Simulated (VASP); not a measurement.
# SiC (P6_3mc) in VASP: phonons with PBE

Aim: the phonons of SiC with PBE.

Program: VASP 6.6.1. These are calculated values, not measurements. Logs are shortened: lines on timing, memory, paths and dates and some standing lists are left out, and cuts for length are marked.

## Step 1: The crystal as given

It takes space group P6_3mc (No. 186, hexagonal). Conventional cell: a = 3.091 Å, b = 3.091 Å, c = 5.073 Å, α = 90.00°, β = 90.00°, γ = 120.00°. Si (site symmetry 3m) has 4 C at 1.89 to 1.91 Å as nearest neighbours. C (site symmetry 3m) is surrounded by 4 Si at 1.89 to 1.91 Å.

The cell was built by a generator and needn't be a form met in nature.

## Step 2: Phonons, PBE

POSCAR

```
SiC
1.0
    3.0906439739      0.0000000000      0.0000000000
   -1.5453219869      2.6765761955      0.0000000000
    0.0000000000      0.0000000000      5.0730189272
  Si              C
     2     2
Direct
     0.0000000000000000    0.0000000000000000    0.9995148084925091
     0.3333333332999970    0.6666666667000030    0.4995148084925091
     0.0000000000000000    0.0000000000000000    0.3754851915074909
     0.3333333332999970    0.6666666667000030    0.8754851915074909
```

INCAR.step1

```
ALGO = Fast
EDIFF = 1E-8
EDIFFG = -0.002
ENCUT = 600
GGA = PE
IBRION = 2
ISIF = 3
ISMEAR = -1
KPAR = 4
LASPH = True
LCHARG = False
LREAL = False
LWAVE = False
NELM = 100
NSW = 40
PREC = Accurate
SIGMA = 0.05
```

INCAR.step2

```
ALGO = Fast
EDIFF = 1E-8
ENCUT = 600
GGA = PE
IBRION = 8
ISIF = 2
ISMEAR = -1
KPAR = 4
LASPH = True
LCHARG = False
LEPSILON = True
LREAL = False
LWAVE = False
NELM = 100
NSW = 1
PREC = Accurate
SIGMA = 0.05
```

KPOINTS

```
k-points
0
Gamma
  10 10 6
```

Potentials or basis: VASP PAW PBE potentials, release 64 (Si, C).

Launch:

```console
cat potpaw_PBE.64/Si/POTCAR potpaw_PBE.64/C/POTCAR > POTCAR
cp INCAR.step1 INCAR
mpirun -np 4 vasp_std > vasp.out
cp CONTCAR POSCAR
cp INCAR.step2 INCAR
mpirun -np 4 vasp_std > vasp.out
```

OUTCAR:

```text
EDIFF = 1E-8
   ENCUT = 600
   GGA = PE
   IBRION = 8
   ISIF = 2
   ISMEAR = -1
   LASPH = True
   LEPSILON = True
   LREAL = False
   NELM = 100
   NSW = 1
   PREC = Accurate

 ion  position               nearest neighbor table
   1  0.000  0.000  1.000-   4 1.89   4 1.89   4 1.89   3 1.91   2 3.10   2 3.10   2 3.10   2 3.10
                             2 3.10   2 3.10
   2  0.333  0.667  0.500-   3 1.89   3 1.89   3 1.89   4 1.91   1 3.10   1 3.10   1 3.10   1 3.10
                             1 3.10   1 3.10
   3  0.000  0.000  0.375-   2 1.89   2 1.89   2 1.89   1 1.91
   4  0.333  0.667  0.875-   1 1.89   1 1.89   1 1.89   2 1.91

  LATTYP: Found a hexagonal cell.
 ALAT       =     3.0910947398
 C/A-ratio  =     1.6410437560

  Lattice vectors:

 A1 = (   3.0910947398,   0.0000000000,   0.0000000000)
 A2 = (  -1.5455473698,   2.6769665702,   0.0000000000)
 A3 = (   0.0000000000,   0.0000000000,   5.0726217220)

Analysis of symmetry for initial positions (statically):
=====================================================================
 Subroutine PRICEL returns:
 Original cell was already a primitive cell.

 Routine SETGRP: Setting up the symmetry group for a
 hexagonal supercell.

 Subroutine GETGRP returns: Found 12 space group operations
 (whereof  6 operations were pure point group operations)
 out of a pool of 24 trial point group operations.

The static configuration has the point symmetry C_3v.
 The point group associated with its full space group is C_6v.

Analysis of symmetry for dynamics (positions and initial velocities):
=====================================================================
 Subroutine PRICEL returns:
 Original cell was already a primitive cell.

 Routine SETGRP: Setting up the symmetry group for a
 hexagonal supercell.

 Subroutine GETGRP returns: Found 12 space group operations
 (whereof  6 operations were pure point group operations)
 out of a pool of 24 trial point group operations.

The dynamic configuration has the point symmetry C_3v.
 The point group associated with its full space group is C_6v.

 Subroutine INISYM returns: Found 12 space group operations
 (whereof  6 operations are pure point group operations),
 and found     1 'primitive' translations

----------------------------------------------------------------------------------------

                                     Primitive cell

  volume of cell :      41.9747

  direct lattice vectors                    reciprocal lattice vectors
     3.091094740  0.000000000  0.000000000     0.323509981  0.186778575  0.000000000
    -1.545547370  2.676966570  0.000000000    -0.000000000  0.373557149  0.000000000
     0.000000000  0.000000000  5.072621722     0.000000000  0.000000000  0.197136718

  length of vectors
     3.091094740  3.091094740  5.072621722     0.373557149  0.373557149  0.197136718

  position of ions in fractional coordinates (direct lattice)
     0.000000000  0.000000000  0.999571852
     0.333333333  0.666666667  0.499571852
     0.000000000  0.000000000  0.375428148
     0.333333333  0.666666667  0.875428148
[... 557 lines left out ...]
     0.00000  0.47173 -0.00000
     0.00000 -0.00000 -0.81752

[... ionic steps 4 to 9 ...]

--------------------------------------- Ionic step       10  -------------------------------------------

------------------------ aborting loop because EDIFF is reached ----------------------------------------

[... ionic steps 11 to 11 ...]

--------------------------------------- Ionic step       12  -------------------------------------------

 Free energy of the ion-electron system (eV)
  ---------------------------------------------------
  ---------------------------------------------------
  free energy    TOTEN  =        -0.13516677 eV

  energy without entropy =       -0.13516677

------------------------ aborting loop because EDIFF is reached ----------------------------------------

 INTERNAL STRAIN TENSOR  FOR ION    3  DIRECTION 3   (eV/Angst):
 -----------------------------------------------------------------------------
     4.66407  0.00000  0.00000
     0.00000  4.66407  0.00000
     0.00000 -0.00000 -8.79893

 MACROSCOPIC STATIC DIELECTRIC TENSOR (including local field effects in DFT)
 ------------------------------------------------------
           6.976463     0.000000     0.000000
           0.000000     6.976463     0.000000
           0.000000     0.000000     7.322184
 ------------------------------------------------------

 PIEZOELECTRIC TENSOR (including local field effects)  for field in x, y, z        (e  Angst)
          XX          YY          ZZ          XY          YZ          ZX
  --------------------------------------------------------------------------------
  x    -0.00000    -0.00000     0.00000     0.00000     0.00000     1.53545
  y     0.00000     0.00000     0.00000     0.00000     1.53545     0.00000
  z     1.23586     1.23586    -2.14177     0.00000     0.00000     0.00000

 PIEZOELECTRIC TENSOR (including local field effects)  for field in x, y, z        (C/m^2)
          XX          YY          ZZ          XY          YZ          ZX
  --------------------------------------------------------------------------------
  x    -0.00000    -0.00000     0.00000     0.00000     0.00000     0.58608
  y     0.00000     0.00000     0.00000     0.00000     0.58608     0.00000
  z     0.47173     0.47173    -0.81752     0.00000     0.00000     0.00000

 BORN EFFECTIVE CHARGES (including local field effects) (in |e|, cummulative output)
 ---------------------------------------------------------------------------------
 ion    1
    1     2.64706     0.00000     0.00000
    2     0.00000     2.64706     0.00000
    3    -0.00000    -0.00000     2.84518
 ion    2
    1     2.64706     0.00000     0.00000
    2     0.00000     2.64706    -0.00000
    3     0.00000     0.00000     2.84518
 ion    3
    1    -2.64706    -0.00000     0.00000
    2    -0.00000    -2.64706     0.00000
    3     0.00000     0.00000    -2.84518
 ion    4
    1    -2.64706    -0.00000    -0.00000
    2    -0.00000    -2.64706     0.00000
    3    -0.00000    -0.00000    -2.84518

 INTERNAL STRAIN TENSOR FOR ION    4 for displacements in x,y,z  (eV/Angst):
          X           Y           Z          XY          YZ          ZX
  --------------------------------------------------------------------------------
  x     0.00000    -0.00000     0.00000     8.88616     0.00000     5.30112
  y     8.88616    -8.88616    -0.00000    -0.00000     5.48560     0.00000
  z     4.66407     4.66407    -8.79893     0.00000     0.00000     0.00000

 SECOND DERIVATIVES (NOT SYMMETRIZED)
 ------------------------------------
               1X          1Y          1Z          2X          2Y          2Z          3X          3Y          3Z          4X          4Y          4Z
  1X   -19.407398   -0.000000    0.000000    0.619905    0.000000   -0.000000    2.159777    0.000000    0.000000   16.627716    0.000000    0.000000
  1Y    -0.000000  -19.407398   -0.000000    0.000000    0.619905    0.000000    0.000000    2.159777   -0.000000    0.000000   16.627716   -0.000000
  1Z     0.000000    0.000000  -26.365262   -0.000000   -0.000000    8.953757   -0.000000    0.000000    8.410843   -0.000000    0.000000    9.000663
  2X     0.619905    0.000000    0.000000  -19.407398   -0.000000   -0.000000   16.627716    0.000000    0.000000    2.159777    0.000000   -0.000000
  2Y     0.000000    0.619905   -0.000000   -0.000000  -19.407398    0.000000    0.000000   16.627716    0.000000    0.000000    2.159777    0.000000
  2Z     0.000000    0.000000    8.953757   -0.000000    0.000000  -26.365262    0.000000   -0.000000    9.000663    0.000000    0.000000    8.410843
  3X     2.160975    0.000000    0.000000   16.627820    0.000000   -0.000000  -18.781625   -0.000000   -0.000000   -0.007170   -0.000000    0.000000
  3Y     0.000000    2.160975    0.000000    0.000000   16.627820    0.000000   -0.000000  -18.781625    0.000000   -0.000000   -0.007170   -0.000000
  3Z     0.000000    0.000000    8.385514    0.000000    0.000000    9.027267    0.000000   -0.000000  -23.407575   -0.000000   -0.000000    5.994795
  4X    16.627820    0.000000    0.000000    2.160975    0.000000   -0.000000   -0.007170   -0.000000   -0.000000  -18.781625   -0.000000    0.000000
  4Y     0.000000   16.627820    0.000000    0.000000    2.160975   -0.000000   -0.000000   -0.007170    0.000000   -0.000000  -18.781625   -0.000000
  4Z    -0.000000    0.000000    9.027267    0.000000    0.000000    8.385514    0.000000    0.000000    5.994795   -0.000000    0.000000  -23.407575

 Eigenvectors and eigenvalues of the dynamical matrix
 ----------------------------------------------------

   1 f  =   24.464480 THz   153.714863 2PiTHz  816.047224 cm-1   101.176915 meV
             X         Y         Z           dx          dy          dz
      0.000000  0.000000  5.070450    -0.000000   -0.000000   -0.019892
     -0.000000  1.784644  2.534139    -0.000000   -0.000000    0.019892
      0.000000  0.000000  1.904405     0.000000    0.000000   -0.706827
     -0.000000  1.784644  4.440716     0.000000    0.000000    0.706827
[... 71 lines left out ...]
  12 f/i=    0.000377 THz     0.002369 2PiTHz    0.012576 cm-1     0.001559 meV
             X         Y         Z           dx          dy          dz
      0.000000  0.000000  5.070450    -0.000001    0.000002    0.591802
     -0.000000  1.784644  2.534139    -0.000001    0.000002    0.591802
      0.000000  0.000000  1.904405    -0.000001    0.000001    0.387002
     -0.000000  1.784644  4.440716    -0.000001    0.000001    0.387002

--------------------------------------------------------------------------------------------------------

 MACROSCOPIC STATIC DIELECTRIC TENSOR IONIC CONTRIBUTION
 ------------------------------------------------------
           3.215521     0.000000    -0.000000
           0.000000     3.215521    -0.000000
          -0.000000    -0.000000     4.008450
 ------------------------------------------------------

 ELASTIC MODULI CONTR FROM IONIC RELAXATION (kBar)
 Direction    XX          YY          ZZ          XY          YZ          ZX
 --------------------------------------------------------------------------------
 XX        -416.9578    225.9876    180.1375     -0.0000     -0.0000      0.0000
 YY         225.9876   -416.9578    180.1375     -0.0000      0.0000     -0.0000
 ZZ         180.1375    180.1375   -339.8385      0.0000     -0.0000     -0.0000
 XY          -0.0000     -0.0000      0.0000   -321.4727      0.0000      0.0000
 YZ          -0.0000      0.0000     -0.0000     -0.0000   -105.5848     -0.0000
 ZX           0.0000     -0.0000     -0.0000      0.0000     -0.0000   -113.6584
 --------------------------------------------------------------------------------

 PIEZOELECTRIC TENSOR IONIC CONTR  for field in x, y, z        (C/m^2)
          XX          YY          ZZ          XY          YZ          ZX
  --------------------------------------------------------------------------------
  x     0.00000    -0.00000    -0.00000    -0.00000    -0.00000    -0.56885
  y    -0.00000     0.00000    -0.00000    -0.00000    -0.54828    -0.00000
  z    -0.58214    -0.58214     1.09824    -0.00000     0.00000     0.00000
```

Wall time 3.7 min (4 MPI ranks of AMD EPYC 9R45 (Zen 5), shared host); peak memory 0.53 GiB.

Results:

* Electronic dielectric tensor (diagonal): 6.98, 6.98, 7.32
* Born charges (mean of the diagonal): Si +2.71; C -2.71 e
* Highest phonon frequency at Γ, LO-TO splitting left out: 816 cm⁻¹

Phonon frequencies in cm⁻¹ (negative: imaginary):
| q point | frequencies |
| --- | --- |
| (0.000, 0.000, 0.000) | 0 0 0 257 257 585 744 744 750 779 779 816 |

Electronic dielectric tensor:
```
6.98 0.00 0.00
0.00 6.98 0.00
0.00 0.00 7.32
```

Born effective charge tensors (e):
atom 1, Si
```
2.65 0.00 0.00
0.00 2.65 0.00
0.00 0.00 2.85
```
atom 2, Si
```
2.65 0.00 0.00
0.00 2.65 0.00
0.00 0.00 2.85
```
atom 3, C
```
-2.65  0.00  0.00
 0.00 -2.65  0.00
 0.00  0.00 -2.85
```
atom 4, C
```
-2.65  0.00  0.00
 0.00 -2.65  0.00
 0.00  0.00 -2.85
```
